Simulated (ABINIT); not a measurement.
# Ge (Pm-3m) in ABINIT: convergence with k mesh

Aim: find how far k mesh must go before the results for Ge settle, at LDA. This setting moves, with any that are tied to it; all else stays.

Program: ABINIT 10.8.3 (patched build). These are calculated values, not measurements. Logs are shortened: lines on timing, memory, paths and dates and some standing lists are left out, and cuts for length are marked. The log counts tension as positive stress, the text compression.

**1. The crystal as given**

The structure is cubic, space group Pm-3m (No. 221). The conventional cell has a = 2.710 Å, b = 2.710 Å, c = 2.710 Å, α = 90.00°, β = 90.00°, γ = 90.00°. Ge (site symmetry m-3m) is surrounded by 6 Ge at 2.71 Å.

The cell was built by a generator and needn't be a form met in nature.

**2. With k mesh 2 × 2 × 2**

The input, run.abi:

```
pp_dirpath "./"
pseudos "Ge.hgh"

acell 3*1.0 Angstrom
rprim
     2.7104700000     0.0000000000     0.0000000000
     0.0000000000     2.7104700000     0.0000000000
     0.0000000000     0.0000000000     2.7104700000
ntypat 1
znucl 32
natom 1
typat 1
xred
     0.0000000000     0.0000000000     0.0000000000

ecut 16.0

kptopt 1
ngkpt 2 2 2
nshiftk 1
shiftk 0.0 0.0 0.0

ixc 7

nband 6
occopt 3
tsmear 0.1 eV

nstep 100
tolvrs 1.0e-10

iomode 3
prtwf 0
prtden 0
prteig 0
prtebands 0
enunit 2
```

Potentials or basis: HGH LDA.

The run is started by

```sh
abinit run.abi > log 2>&1
```

It took 0.34 s on 1 thread of Intel Xeon Platinum 8375C at 2.90GHz (Ice Lake), shared host; peak memory 0.06 GiB.

The run converged. Its results:

```yaml
Free_energy: -109.3746 eV
Pressure: -12.9 GPa
Band_gap_on_the_k_mesh: none (metal or under the smearing width)
Valence_electrons_inside_the_program's_atomic_spheres: Ge 1.57 (radii [1.0584] Å)
```

**3. With k mesh 3 × 3 × 3**

Changes to run.abi since step 2:

```diff
@@ -18,3 +18,3 @@
 kptopt 1
-ngkpt 2 2 2
+ngkpt 3 3 3
 nshiftk 1
```

Potentials or basis: HGH LDA.

The run is started by

```sh
abinit run.abi > log 2>&1
```

Run time: 0.43 s. Hardware: 1 thread of Intel Xeon Platinum 8375C at 2.90GHz (Ice Lake), shared host; peak memory 0.06 GiB.

It converged, with:

| Property | Result |
| --- | --- |
| Free energy | -107.4203 eV |
| Pressure | 0.4 GPa |
| Band gap on the k mesh | none (metal or under the smearing width) |
| Valence electrons inside the program's atomic spheres | Ge 1.57 (radii [1.0584] Å) |

**4. With k mesh 4 × 4 × 4**

Changes to run.abi since step 3:

```diff
@@ -18,3 +18,3 @@
 kptopt 1
-ngkpt 3 3 3
+ngkpt 4 4 4
 nshiftk 1
```

The run is started by

```sh
abinit run.abi > log 2>&1
```

Run time: 0.57 s. Hardware: 1 thread of Intel Xeon Platinum 8375C at 2.90GHz (Ice Lake), shared host; peak memory 0.06 GiB.

The run converged. Its results:

```
Free energy                                           : -108.2843 eV
Pressure                                              : -5.2 GPa
Band gap on the k mesh                                : none (metal or under the smearing width)
Valence electrons inside the program's atomic spheres : Ge 1.57 (radii [1.0584] Å)
```

**5. With k mesh 6 × 6 × 6**

Changes to run.abi since step 4:

```diff
@@ -18,3 +18,3 @@
 kptopt 1
-ngkpt 4 4 4
+ngkpt 6 6 6
 nshiftk 1
```

The run is started by

```sh
abinit run.abi > log 2>&1
```

Run time: 0.72 s. Hardware: 1 thread of Intel Xeon Platinum 8375C at 2.90GHz (Ice Lake), shared host; peak memory 0.06 GiB.

The run converged. Its results:

```
Free energy                                           : -108.4664 eV
Pressure                                              : -6.4 GPa
Band gap on the k mesh                                : none (metal or under the smearing width)
Valence electrons inside the program's atomic spheres : Ge 1.57 (radii [1.0584] Å)
```

**6. With k mesh 8 × 8 × 8**

Changes to run.abi since step 5:

```diff
@@ -18,3 +18,3 @@
 kptopt 1
-ngkpt 6 6 6
+ngkpt 8 8 8
 nshiftk 1
```

Potentials or basis: HGH LDA.

The run is started by

```sh
abinit run.abi > log 2>&1
```

It took 1.5 s on 1 thread of Intel Xeon Platinum 8375C at 2.90GHz (Ice Lake), shared host; peak memory 0.06 GiB.

It converged, with:

* Free energy: -108.4292 eV
* Pressure: -5.1 GPa
* Band gap on the k mesh: none (metal or under the smearing width)
* Valence electrons inside the program's atomic spheres: Ge 1.57 (radii [1.0584] Å)

**7. With k mesh 9 × 9 × 9**

Changes to run.abi since step 6:

```diff
@@ -18,3 +18,3 @@
 kptopt 1
-ngkpt 8 8 8
+ngkpt 9 9 9
 nshiftk 1
```

The run is started by

```sh
abinit run.abi > log 2>&1
```

Run time: 1.4 s. Hardware: 1 thread of Intel Xeon Platinum 8375C at 2.90GHz (Ice Lake), shared host; peak memory 0.06 GiB.

The run converged. Its results:

- Free energy: -108.4621 eV
- Pressure: -5.8 GPa
- Band gap on the k mesh: none (metal or under the smearing width)
- Valence electrons inside the program's atomic spheres: Ge 1.57 (radii [1.0584] Å)

**8. With k mesh 10 × 10 × 10**

Changes to run.abi since step 7:

```diff
@@ -18,3 +18,3 @@
 kptopt 1
-ngkpt 9 9 9
+ngkpt 10 10 10
 nshiftk 1
```

The run is started by

```sh
abinit run.abi > log 2>&1
```

It took 1.8 s on 1 thread of Intel Xeon Platinum 8375C at 2.90GHz (Ice Lake), shared host; peak memory 0.06 GiB.

The run converged. Its results:

```yaml
Free_energy: -108.4938 eV
Pressure: -6.5 GPa
Band_gap_on_the_k_mesh: none (metal or under the smearing width)
Valence_electrons_inside_the_program's_atomic_spheres: Ge 1.57 (radii [1.0584] Å)
```

**9. With k mesh 12 × 12 × 12**

Changes to run.abi since step 8:

```diff
@@ -18,3 +18,3 @@
 kptopt 1
-ngkpt 10 10 10
+ngkpt 12 12 12
 nshiftk 1
```

Potentials or basis: HGH LDA.

The run is started by

```sh
abinit run.abi > log 2>&1
```

Run time: 3.9 s. Hardware: 1 thread of Intel Xeon Platinum 8375C at 2.90GHz (Ice Lake), shared host; peak memory 0.06 GiB.

Results (log left out):

```
Free energy                                           : -108.4511 eV
Pressure                                              : -6.0 GPa
Band gap on the k mesh                                : none (metal or under the smearing width)
Valence electrons inside the program's atomic spheres : Ge 1.57 (radii [1.0584] Å)
```

**10. With k mesh 15 × 15 × 15**

Changes to run.abi since step 9:

```diff
@@ -18,3 +18,3 @@
 kptopt 1
-ngkpt 12 12 12
+ngkpt 15 15 15
 nshiftk 1
```

Potentials or basis: HGH LDA.

The run is started by

```sh
abinit run.abi > log 2>&1
```

run.abo:

```text
.Version 10.8.3 of ABINIT
 Symmetries : space group Pm -3 m (#221); Bravais cP (primitive cubic)
================================================================================
 Values of the parameters that define the memory need of the present run
     intxc =       0    ionmov =       0      iscf =       7    lmnmax =       6
     lnmax =       6     mgfft =      20  mpssoang =       3    mqgrid =    3001
     natom =       1  nloc_mem =       1    nspden =       1   nspinor =       1
    nsppol =       1      nsym =      48    n1xccc =       0    ntypat =       1
    occopt =       3   xclevel =       1
       mpw =         432          nfft =        8000          nkpt =         120
================================================================================
================================================================================

--------------------------------------------------------------------------------
------------- Echo of variables that govern the present computation ------------
--------------------------------------------------------------------------------
 -outvars: echo values of preprocessed input variables --------
            acell      1.8897261259E+00  1.8897261259E+00  1.8897261259E+00 Bohr
              amu      7.26100000E+01
             ecut      1.60000000E+01 Hartree
           enunit           2
                       outvar_i_n : Printing only first  50 k-points.
              ixc           7
                       outvar_i_n : Printing only first  50 k-points.
         kptrlatt       15    0    0      0   15    0      0    0   15
          kptrlen      7.68306896E+01
            natom           1
            nband           6
            ngfft          20      20      20
             nkpt         120
            nstep         100
             nsym          48
           ntypat           1
                       prtocc : prtvol=0, do not print more k-points.
           occopt           3
           prtden           0
        prtebands           0
           prteig           0
            prtwf           0
            rprim      2.7104700000E+00  0.0000000000E+00  0.0000000000E+00
                       0.0000000000E+00  2.7104700000E+00  0.0000000000E+00
                       0.0000000000E+00  0.0000000000E+00  2.7104700000E+00
          spgroup         221
           tolvrs      1.00000000E-10
           tsmear      3.67493222E-03 Hartree
            typat      1
                       outvars : Printing only first  50 k-points.
            znucl       32.00000

================================================================================

 chkinp: Checking input parameters for consistency.

================================================================================
== DATASET  1 ==================================================================

--- !DatasetInfo
iteration_state: {dtset: 1, }
dimensions: {natom: 1, nkpt: 120, mband: 6, nsppol: 1, nspinor: 1, nspden: 1, mpw: 432, }
cutoff_energies: {ecut:  16.0, pawecutdg:  -1.0, }
electrons: {nelect:   4.00000000E+00, charge:   0.00000000E+00, occopt:   3.00000000E+00, tsmear:   3.67493222E-03, }
meta: {optdriver: 0, ionmov: 0, optcell: 0, iscf: 7, paral_kgb: 0, }
...

 Exchange-correlation functional for the present dataset will be:
  LDA: Perdew-Wang 92 LSD fit to Ceperley-Alder data - ixc=7
  J.P.Perdew and Y.Wang, PRB 45, 13244 (1992)

 Real(R)+Recip(G) space primitive vectors, cartesian coordinates (Bohr,Bohr^-1):
 R(1)=  5.1220460  0.0000000  0.0000000  G(1)=  0.1952345  0.0000000  0.0000000
 R(2)=  0.0000000  5.1220460  0.0000000  G(2)=  0.0000000  0.1952345  0.0000000
 R(3)=  0.0000000  0.0000000  5.1220460  G(3)=  0.0000000  0.0000000  0.1952345
 Unit cell volume ucvol=  1.3437869E+02 bohr^3
 Angles (23,13,12)=  9.00000000E+01  9.00000000E+01  9.00000000E+01 degrees

 getcut: wavevector=  0.0000  0.0000  0.0000  ngfft=  20  20  20
         ecut(hartree)=     16.000   => boxcut(ratio)=   2.16851

--- Pseudopotential description ------------------------------------------------
- pspini: atom type   1  psp file is ./Ge.hgh
    3    1    2    0      2001   0.00000      pspcod,pspxc,lmax,lloc,mmax,r2well

 pspatm : COMMENT -
  the projectors are not normalized,
  so that the KB energies are not consistent with
  definition in PRB44, 8503 (1991).
  However, this does not influence the results obtained hereafter.

   2.93148294E+01                                ecore*ucvol(ha*bohr**3)
--------------------------------------------------------------------------------

================================================================================

--- !BeginCycle
iteration_state: {dtset: 1, }
solver: {iscf: 7, nstep: 100, nline: 4, wfoptalg: 0, }
tolerances: {tolvrs: 1.00E-10, }
...

     iter   Etot(hartree)      deltaE(h)  residm     vres2
 ETOT  1  -3.9836052853200    -3.984E+00 3.174E-02 2.789E+00
 ETOT  2  -3.9859737432360    -2.368E-03 4.605E-03 3.532E-02
 ETOT  3  -3.9859861091262    -1.237E-05 7.906E-04 9.433E-05
 ETOT  4  -3.9859861361373    -2.701E-08 1.065E-04 1.045E-06
 ETOT  5  -3.9859861363718    -2.345E-10 1.969E-04 1.483E-08
 ETOT  6  -3.9859861363750    -3.152E-12 8.817E-05 1.314E-10
 ETOT  7  -3.9859861363750    -6.439E-14 2.411E-05 1.481E-13

 At SCF step    7       vres2   =  1.48E-13 < tolvrs=  1.00E-10 =>converged.

 Cartesian components of stress tensor (hartree/bohr^3)
  sigma(1 1)=  2.09018319E-04  sigma(3 2)=  0.00000000E+00
  sigma(2 2)=  2.09018319E-04  sigma(3 1)=  0.00000000E+00
  sigma(3 3)=  2.09018319E-04  sigma(2 1)=  0.00000000E+00

--- !ResultsGS
iteration_state: {dtset: 1, }
comment   : Summary of ground state results
lattice_vectors:
- [  5.1220460,   0.0000000,   0.0000000, ]
- [  0.0000000,   5.1220460,   0.0000000, ]
- [  0.0000000,   0.0000000,   5.1220460, ]
lattice_lengths: [   5.12205,    5.12205,    5.12205, ]
lattice_angles: [ 90.000,  90.000,  90.000, ] # degrees, (23, 13, 12)
lattice_volume:   1.3437869E+02
convergence: {deltae: -6.439E-14, res2:  1.481E-13, residm:  2.411E-05, diffor: null, }
etotal    :  -3.98598614E+00
entropy   :   0.00000000E+00
fermie    :   1.84006054E-01
cartesian_stress_tensor: # hartree/bohr^3
- [  2.09018319E-04,   0.00000000E+00,   0.00000000E+00, ]
- [  0.00000000E+00,   2.09018319E-04,   0.00000000E+00, ]
- [  0.00000000E+00,   0.00000000E+00,   2.09018319E-04, ]
pressure_GPa:  -6.1495E+00
xred      :
- [  0.0000E+00,   0.0000E+00,   0.0000E+00, Ge]
cartesian_forces: # hartree/bohr
- [ -0.00000000E+00,  -0.00000000E+00,  -0.00000000E+00, ]
force_length_stats: {min:   0.00000000E+00, max:   0.00000000E+00, mean:   0.00000000E+00, }
...

 Integrated electronic density in atomic spheres:
 ------------------------------------------------
 Atom  Sphere_radius  Integrated_density
    1        2.00000          1.56986249
================================================================================

 ----iterations are completed or convergence reached----

 Mean square residual over all n,k,spin=   11.017E-08; max=  24.107E-06
 reduced coordinates (array xred) for    1 atoms
       0.000000000000      0.000000000000      0.000000000000
 rms dE/dt=  0.0000E+00; max dE/dt=  0.0000E+00; dE/dt below (all hartree)
    1       0.000000000000      0.000000000000      0.000000000000

 cartesian coordinates (angstrom) at end:
    1      0.00000000000000     0.00000000000000     0.00000000000000

 cartesian forces (hartree/bohr) at end:
    1     -0.00000000000000    -0.00000000000000    -0.00000000000000
 frms,max,avg= 0.0000000E+00 0.0000000E+00   0.000E+00  0.000E+00  0.000E+00 h/b

 cartesian forces (eV/Angstrom) at end:
    1     -0.00000000000000    -0.00000000000000    -0.00000000000000
 frms,max,avg= 0.0000000E+00 0.0000000E+00   0.000E+00  0.000E+00  0.000E+00 e/A
 length scales=  1.889726125908  1.889726125908  1.889726125908 bohr
              =  1.000000000000  1.000000000000  1.000000000000 angstroms
 Fermi (or HOMO) energy (hartree) =   0.18401   Average Vxc (hartree)=  -0.34610
 Eigenvalues (hartree) for nkpt= 120  k points:
 kpt#   1, nband=  6, wtk=  0.00030, kpt=  0.0000  0.0000  0.0000 (reduced coord)
  -0.28228    0.42740    0.42740    0.42740    0.55306    0.55306
      occupation numbers for kpt#   1
   2.00000    0.00000    0.00000    0.00000    0.00000    0.00000
 prteigrs : prtvol=0 or 1, do not print more k-points.

 Fermi (or HOMO) energy (eV) =   5.00706   Average Vxc (eV)=  -9.41788
 Eigenvalues (   eV  ) for nkpt= 120  k points:
 kpt#   1, nband=  6, wtk=  0.00030, kpt=  0.0000  0.0000  0.0000 (reduced coord)
  -7.68130   11.63008   11.63008   11.63008   15.04947   15.04947
 prteigrs : prtvol=0 or 1, do not print more k-points.

--- !EnergyTerms
iteration_state     : {dtset: 1, }
comment             : Components of total free energy in Hartree
kinetic             :  1.48791329335350E+00
hartree             :  9.69633290967495E-02
xc                  : -1.15069403700923E+00
Ewald energy        : -4.43150646397145E+00
psp_core            :  2.18150872496068E-01
local_psp           : -5.78660388100176E-01
non_local_psp       :  3.72518807892574E-01
internal            : -3.98531458624197E+00
'-kT*entropy'       : -6.71550133080360E-04
total_energy        : -3.98598613637505E+00
total_energy_eV     : -1.08464208328027E+02
band_energy         : -2.48179592591224E-02
...

 Cartesian components of stress tensor (hartree/bohr^3)
  sigma(1 1)=  2.09018319E-04  sigma(3 2)=  0.00000000E+00
  sigma(2 2)=  2.09018319E-04  sigma(3 1)=  0.00000000E+00
  sigma(3 3)=  2.09018319E-04  sigma(2 1)=  0.00000000E+00

-Cartesian components of stress tensor (GPa)         [Pressure= -6.1495E+00 GPa]
- sigma(1 1)=  6.14953126E+00  sigma(3 2)=  0.00000000E+00
- sigma(2 2)=  6.14953126E+00  sigma(3 1)=  0.00000000E+00
- sigma(3 3)=  6.14953126E+00  sigma(2 1)=  0.00000000E+00

== END DATASET(S) ==============================================================
================================================================================

 -outvars: echo values of variables after computation  --------
            acell      1.8897261259E+00  1.8897261259E+00  1.8897261259E+00 Bohr
           etotal     -3.9859861364E+00
            fcart     -0.0000000000E+00 -0.0000000000E+00 -0.0000000000E+00
            rprim      2.7104700000E+00  0.0000000000E+00  0.0000000000E+00
                       0.0000000000E+00  2.7104700000E+00  0.0000000000E+00
                       0.0000000000E+00  0.0000000000E+00  2.7104700000E+00
           strten      2.0901831898E-04  2.0901831898E-04  2.0901831898E-04
                       0.0000000000E+00  0.0000000000E+00  0.0000000000E+00
 Calculation completed.
```

Wall time 4.9 s (1 thread of Intel Xeon Platinum 8375C at 2.90GHz (Ice Lake), shared host); peak memory 0.06 GiB.

Results:

| Quantity | Value |
| --- | --- |
| Free energy | -108.4642 eV |
| Pressure | -6.1 GPa |
| Band gap on the k mesh | none (metal or under the smearing width) |
| Valence electrons inside the program's atomic spheres | Ge 1.57 (radii [1.0584] Å) |

**11. Result**

```tsv
k mesh	energy less the tightest run, at zero smearing (meV/atom)	pressure (GPa)	SCF cycles	CPU time (s)	peak memory (GiB)
2 × 2 × 2	-919.45	-12.87	6	0.32	0.06
3 × 3 × 3	1059.92	0.40	6	0.37	0.06
4 × 4 × 4	179.88	-5.20	7	0.53	0.06
6 × 6 × 6	-2.50	-6.42	6	0.7	0.06
8 × 8 × 8	36.40	-5.08	7	1.4	0.06
9 × 9 × 9	1.16	-5.83	7	1.3	0.06
10 × 10 × 10	-32.90	-6.52	6	1.7	0.06
12 × 12 × 12	14.44	-5.96	7	3.8	0.06
15 × 15 × 15	0.00	-6.15	7	4.8	0.06
```

Not settled before the last step: the energy (to 1 meV/atom), the pressure (to 0.1 GPa). Meshes of other sizes hit other points, so gaps and Fermi surfaces needn't settle smoothly. The tightest run that finished is the yardstick and may itself not be fully converged.

Caveats: HGH potentials are hard and often keep d shells in the core, so these values are rough.
